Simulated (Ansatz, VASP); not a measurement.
## One calculation of AlP, two programs

The input INCAR:

```
PREC = Accurate
ENCUT = 600
EDIFF = 1E-6
ISMEAR = 0
SIGMA = 0.02
LREAL = False
LASPH = True
NELM = 100
ALGO = Fast
ISIF = 3
LWAVE = False
LCHARG = False
IBRION = 2
NSW = 100
EDIFFG = -0.002
```

KPOINTS

```
Automatic mesh
0
Gamma
  8 8 8
```

The input POSCAR:

```
AlP
1.0
    0.0000000000      2.7350000000      2.7350000000
    2.7350000000      0.0000000000      2.7350000000
    2.7350000000      2.7350000000      0.0000000000
Al P
1 1
Direct
    0.0000000000      0.0000000000      0.0000000000
    0.2500000000      0.2500000000      0.2500000000
```

Input for Ansatz:

```yaml
crystal:
  lattice:
    - [0.0, 2.735, 2.735]
    - [2.735, 0.0, 2.735]
    - [2.735, 2.735, 0.0]
  atoms:
    - { symbol: Al, position: [0.0, 0.0, 0.0] }
    - { symbol: P, position: [0.25, 0.25, 0.25] }
basis:
  ecutwfc: 420
kpoints:
  mp_grid: { grid: [8, 8, 8] }
hamiltonian:
  xc: lda
  pseudopotentials: { kind: paw, azcp: { folder: soft_1 } }
scf:
  occupations: { method: gaussian, width: 0.02 }
output:
  forces: true
  stress: true
  eigenvalues: true
relax:
  adjacent_minimum: "off"
  f_tol: 0.002
  max_steps: 80
  cell: { stress_tol: 0.02 }
```

The cell was built by a generator and needn't be a form met in nature.

Alike in both runs: task relaxation of cell and atoms; functional LDA; k mesh 8 × 8 × 8; occupations gaussian, width 0.02 eV; no spin polarisation.

|  | VASP | Ansatz |
| --- | --- | --- |
| version | VASP 6.6.1 | Ansatz 0.2.0 |
| potentials or method | VASP PAW LDA potentials, release 64 (Al, P) | scalar-relativistic, plane waves, PAW |
| plane-wave cutoff (eV) | 600 | 420 |
| valence electrons in the cell | 8 | 8 |

```csv
,VASP,Ansatz,Ansatz less VASP
"gap on the k mesh at the Fermi level, each at its own relaxed structure (eV)",1.42,1.42,+0.003
relaxed volume (Å³/atom),20.07,20.05,-0.015
relaxed cell length with the largest relative difference (Å),3.843,3.842,-0.0009
energy change over the relaxation (meV/atom),-2,-2,-0.1
```

Ansatz warned: «pseudo_functional_mismatch».

A k mesh can miss the band edges. A hybrid or GW would open this gap; LDA tends to underestimate it.
